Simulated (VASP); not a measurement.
A run of VASP 6.6.1:

The input run.py:

```python
from ase import Atoms
from ase.calculators.vasp import Vasp
from ase.dft.bandgap import bandgap

atoms = Atoms(
    ['Si'],
    cell=[[2.6205428149, 0.0, 0.0], [-1.3102714075, 2.2694566494, 0.0], [0.0, 0.0, 2.46635439]],
    scaled_positions=[[0.0, 0.0, 0.0]],
    pbc=True,
)
calc = Vasp(
    directory='calc',
    xc='pbesol',
    pp='PBE',
    setups='materialsproject',
    prec='Accurate',
    encut=520,
    ediff=1e-06,
    ismear=0,
    sigma=0.05,
    lreal=False,
    lasph=True,
    nelm=60,
    algo='Normal',
    isif=2,
    lwave=False,
    lcharg=False,
    kpts=[12, 12, 11],
    gamma=True,
)
atoms.calc = calc

print('energy (eV):', atoms.get_potential_energy())
print('free energy (eV):', atoms.get_potential_energy(force_consistent=True))
print('forces (eV/A):')
print(atoms.get_forces())
print('stress (eV/A^3, Voigt):', atoms.get_stress())
print('Fermi level (eV):', calc.get_fermi_level())
gap, top, bottom = bandgap(calc)
print('band gap (eV):', gap, 'from (spin, k, band)', top, 'to', bottom)
```

Potentials or basis: VASP PAW PBE potentials, release 64 (Si).

Run with:

```bash
$ python run.py
```

Hardware: 1 thread of AMD EPYC 7R13 Processor (Zen 3), on a shared host.

Q: How long does it take, and how much memory?

A: Run time: 8.3 s on 1 thread of AMD EPYC 7R13 Processor (Zen 3), with other jobs on the host, peak memory 0.09 GiB. Counts: scf iterations 9, k points 114.
